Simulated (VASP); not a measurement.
Crystal: InPd.

```
CELL_PARAMETERS angstrom
3.27188 0.00000 0.00000
0.00000 3.27188 0.00000
0.00000 0.00000 3.27188
ATOMIC_POSITIONS crystal
In 0.00000 0.00000 0.00000
Pd 0.50000 0.50000 0.50000
```

The cell comes from a database or a generator and needn't be the stable form of this composition.

* Program: VASP 6.6.1
* Task: relaxation of cell and atoms
* Functional: PBEsol
* Dispersion: D3(BJ)
* Potentials or basis: VASP PAW PBE potentials, release 64 (In_d, Pd)
* Cutoff: 600 eV
* k mesh: 8 × 8 × 8
* Occupations: fermi-dirac, width 0.05 eV
* Spin: no spin polarisation

At the start: pressure -7.8 GPa; volume 17.51 Å³/atom.

Q: How do energy, volume and symmetry change on relaxing?

A: Over 3 steps the energy falls by 25.7 meV/atom and the volume is 16.54 Å³/atom (-5.6 %); space group Pm-3m (No. 221, to 0.05 Å).

Step by step:
| step | energy change (eV) | largest force (eV/Å) | pressure (GPa) | volume (Å³) |
| --- | --- | --- | --- | --- |
| 1 | 0.0000 | 0.0000 | -7.79 | 35.03 |
| 2 | 0.0290 | 0.0000 | 12.77 | 30.89 |
| 3 | -0.0515 | 0.0000 | -0.08 | 33.08 |

Final structure:
```cif
data_structure
_symmetry_space_group_name_H-M 'P 1'
_symmetry_Int_Tables_number 1
_cell_length_a 3.2100
_cell_length_b 3.2100
_cell_length_c 3.2100
_cell_angle_alpha 90.000
_cell_angle_beta 90.000
_cell_angle_gamma 90.000
_cell_volume 33.08
loop_
_atom_site_label
_atom_site_type_symbol
_atom_site_fract_x
_atom_site_fract_y
_atom_site_fract_z
_atom_site_occupancy
In1 In 0.00000 0.00000 0.00000 1
Pd1 Pd 0.50000 0.50000 0.50000 1
```

Caveat: the PAW data sets were made with another functional, which shifts forces and pressure a little; pairwise dispersion overbinds metals, which lowers pressure and volume.
